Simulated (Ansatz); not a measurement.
Runs of Ansatz 0.2.0 on W. It takes space group Fm-3m (No. 225, cubic). Conventional cell: a = 4.060 Å, b = 4.060 Å, c = 4.060 Å, α = 90.00°, β = 90.00°, γ = 90.00°. W (site symmetry m-3m) is surrounded by 12 W at 2.87 Å. This isn't the form of W at room conditions, which is bcc.

```tsv
level	cutoff (eV)	gap on the mesh (eV)	pressure (GPa)	relaxed volume (Å³/atom)
RPBE	420	none	0.0	16.65
LDA	420	none	0.0	(b)
revPBE	420	none	0.0	(a)
r2SCAN	500	none	0.0	16.18
BLYP	420	none	0.0	17.03
PBEsol	420	none	0.0	16.00
```

Alike in all rows: task relaxation of cell and atoms; potentials or basis Ansatz PAW; no spin polarisation; cell relaxed; k mesh 11 × 11 × 11; smearing fermi-dirac 0.05 eV.

Q: Fill in the values left out.

A: (a) 16.59; (b) 15.72.

Caveats: the plane-wave basis is chosen anew once the cell has moved, so the energies of steps on either side of that aren't comparable; the PAW data sets come from PBE, with cores solved anew for the run's functional, which leaves a small shift of forces and pressure.

A k mesh can miss the band edges, and the runs leave out spin-orbit coupling on W.

A gap of «none» marks a metal or a gap under the smearing width.

Runs at the PBE level aren't shown here.
